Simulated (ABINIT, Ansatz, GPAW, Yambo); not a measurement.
# The band gap of P, sorted by core time

It takes space group Pmna (No. 53, orthorhombic). The conventional cell has a = 3.284 Å, b = 34.857 Å, c = 4.632 Å, α = 90.00°, β = 90.00°, γ = 90.00°. Around P (site symmetry m) lie 3 P at 2.20 to 2.24 Å.

This isn't the form of P at room conditions, which is orthorhombic.

The cell holds a layer with vacuum beside it, so values per volume hang on the cell's height.

| rung | level | program and potentials | cutoff (eV) | k mesh | task | core time | chip | band gap (eV) | notes |
| --- | --- | --- | --- | --- | --- | --- | --- | --- | --- |
| Hartree-Fock | Hartree-Fock on PBEsol | Yambo, PseudoDojo 0.4.1 SR PBEsol standard | 599 | 4 × 1 × 4 | Hartree-Fock levels | 1.2 s | Intel Xeon 6975P-C Granite Rapids | 6.05 | coarse mesh |
| Hartree-Fock | Hartree-Fock on LDA | Yambo, PseudoDojo 0.4.1 SR LDA standard | 653 | 4 × 1 × 4 | Hartree-Fock levels | 4.6 s | Intel Xeon Skylake/Cascade Lake | 6.05 | coarse mesh |
| GGA | PBEsol | Ansatz, PAW datasets made for the crystal | 220 | 8 × 1 × 6 | band structure | 94 s | Intel Xeon Skylake/Cascade Lake | 0.88 | from the band path |
| GGA | PBEsol | Ansatz, all-electron LAPW, scalar-relativistic | - | 8 × 1 × 6 | band structure | 2.5 min | Arm Neoverse V1 | 0.88 | from the band path |
| LDA | LDA | Ansatz, all-electron LAPW, scalar-relativistic | - | 8 × 1 × 6 | band structure | 2.6 min | Arm Neoverse V1 | 0.84 | from the band path |
| GGA | PBEsol | GPAW, PAW data sets generated for this functional | 600 | 8 × 1 × 6 | single point | 3.5 min | Intel Xeon Skylake/Cascade Lake | 0.88 | - |
| LDA | LDA | ABINIT, PseudoDojo NC SR LDA v0.4.1 standard | 490 | 6 × 1 × 4 | single point | 4.4 min | Arm Neoverse V2 | 0.85 | - |
| GGA | PBEsol | ABINIT, PseudoDojo NC SR PBEsol v0.4.1 standard | 599 | 6 × 1 × 4 | single point | 5.2 min | Intel Xeon 6975P-C Granite Rapids | 0.88 | - |
| LDA | LDA | GPAW, the program's PAW data sets (release 1.2.1) made for this functional | 600 | 7 × 1 × 5 | band structure | 22 min | Intel Xeon Platinum 8488C Sapphire Rapids | 0.83 | from the band path |

Times are single runs on shared hosts and different chips, so they are rough; meshes, cutoffs and the tasks' sizes weigh on the time. All rows: no spin polarisation. Gaps are the least found on the k mesh or the band path, and a mesh can miss the band edges. Meshes differ between rows, which moves values too. All levels ran on this one cell, unrelaxed unless noted. Meshes are those of the run's cell of 4 atoms unless a note names another. Runs on faulty files, with rough fits or with known faults for this quantity aren't shown. PBE isn't shown for this crystal. No row holds spin-orbit coupling.

By rung: LDA 0.83 to 0.85; GGA 0.88; Hartree-Fock on coarse meshes 6.05 (eV).
